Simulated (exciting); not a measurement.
Wanted: an ASE script for an exciting (release sodium) run.

```
Task                                     : optical spectrum
Functional                               : PBEsol
Potentials or basis                      : all-electron LAPW+lo, shipped species files, valence relativity iora*
rgkmax                                   : 8
k mesh                                   : 11 × 11 × 6, shifted
Occupations                              : methfessel-paxton-2, width 0.05 eV
Spin                                     : no spin polarisation
outputlevel                              : low
Top of the spectrum (Ha)                 : 1 Ha
Broadening (Ha)                          : 0.01 Ha
gmaxvr (cutoff of density and potential) : 14 1/bohr
lmaxapw (and lmaxmat)                    : 10
lmaxvr                                   : 8
nempty                                   : 36
Valence relativity                       : iora*
epsengy                                  : 1e-05 Ha
epspot                                   : 1e-05 Ha
maxscl                                   : 60
Muffin-tin radii                         : Ir 2.3 bohr
```

The structure of Ir lies in Ir.xyz:

```xyz
2
Lattice="2.7513778946 0.0000000000 0.0000000000 -1.3756889473 2.3827631521 0.0000000000 0.0000000000 0.0000000000 4.4622900000" Properties=species:S:1:pos:R:3 pbc="T T T"
Ir    -0.0000000001      1.5885087681      1.1155725000
Ir     1.3756889474      0.7942543840      3.3467175000
```

This isn't the form of Ir at room conditions, which is fcc.

These files were run (other wordings do the same):

run_exciting.py

```python
import subprocess
import xml.etree.ElementTree as ET
from ase.io import read
from ase.units import Bohr

atoms = read("Ir.xyz")
rmt = {'Ir': 2.3}  # bohr
tasks = """
<groundstate do="fromscratch" ngridk="11 11 6" rgkmax="8" gmaxvr="14" lmaxapw="10" lmaxmat="10" lmaxvr="8" xctype="GGA_PBE_SOL" stype="Methfessel-Paxton 2" swidth="0.00183747" nempty="36" ValenceRelativity="iora*" epsengy="1e-05" epspot="1e-05" maxscl="60" outputlevel="low" vkloff="0 0 0.5"/>
<properties>
  <momentummatrix/>
  <dielmat intraband="false" wmax="1" wgrid="200" swidth="0.01" tevout="true">
    <epscomp>1 1</epscomp>
    <epscomp>2 2</epscomp>
    <epscomp>3 3</epscomp>
  </dielmat>
</properties>
"""

root = ET.Element("input")
ET.SubElement(root, "title").text = "Ir"
structure = ET.SubElement(root, "structure", speciespath="./", tshift="false")
crystal = ET.SubElement(structure, "crystal", scale="1.0")
for vector in atoms.cell / Bohr:
    ET.SubElement(crystal, "basevect").text = " ".join(f"{x:.12f}" for x in vector)
symbols = atoms.get_chemical_symbols()
for element in dict.fromkeys(symbols):
    species = ET.SubElement(structure, "species", speciesfile=element + ".xml", rmt=str(rmt[element]))
    for symbol, position in zip(symbols, atoms.get_scaled_positions(wrap=False)):
        if symbol == element:
            ET.SubElement(species, "atom", coord=" ".join(f"{x:.12f}" for x in position))
root.extend(ET.fromstring("<tasks>" + tasks + "</tasks>"))
ET.indent(root)
ET.ElementTree(root).write("input.xml")
subprocess.run(["exciting_smp"], check=True)
```

Potentials or basis: all-electron LAPW+lo, shipped species files, valence relativity iora*.

Launch:

```console
$ OMP_NUM_THREADS=1 python run_exciting.py
```

Wall time 110 s on 1 thread of Arm Neoverse V1 (shared host), peak memory 0.43 GiB.
